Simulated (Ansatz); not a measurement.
Runs of Ansatz 0.2.0 on Mg. The structure is hexagonal, space group P6_3/mmc (No. 194). The conventional cell has a = 3.209 Å, b = 3.209 Å, c = 5.210 Å, α = 90.00°, β = 90.00°, γ = 120.00°. Mg (site symmetry -6m2) is surrounded by 12 Mg at 3.20 to 3.21 Å. 

```tsv
task	level	cell	cutoff (eV)	smearing	gap on the mesh (eV)	pressure (GPa)	relaxed volume (Å³/atom)
relaxation of cell and atoms	PBE+D3(BJ)	relaxed	-	fermi-dirac 0.05 eV	-	0.0	21.77
single point	PBE	as given	104	gaussian 0.025 eV	none	-0.5	-
single point	PBE	as given	104	gaussian 0.016 eV	none	-0.5	-
relaxation of cell and atoms	PBEsol+D3(BJ)	relaxed	-	fermi-dirac 0.05 eV	-	0.0	21.40
band structure	BLYP	as given	104	fermi-dirac 0.05 eV	-	(a)	-
single point	PBE	as given	104	gaussian 0.018 eV	none	-0.5	-
```

Alike in all rows: potentials or basis all-electron LAPW, scalar-relativistic; no spin polarisation; k mesh 10 × 10 × 5; basis error allowed 0.001 eV/atom.

Question: Fill in the values left out.

Answer: (a) 0.5.

A gap of «none» marks a metal or a gap under the smearing width.
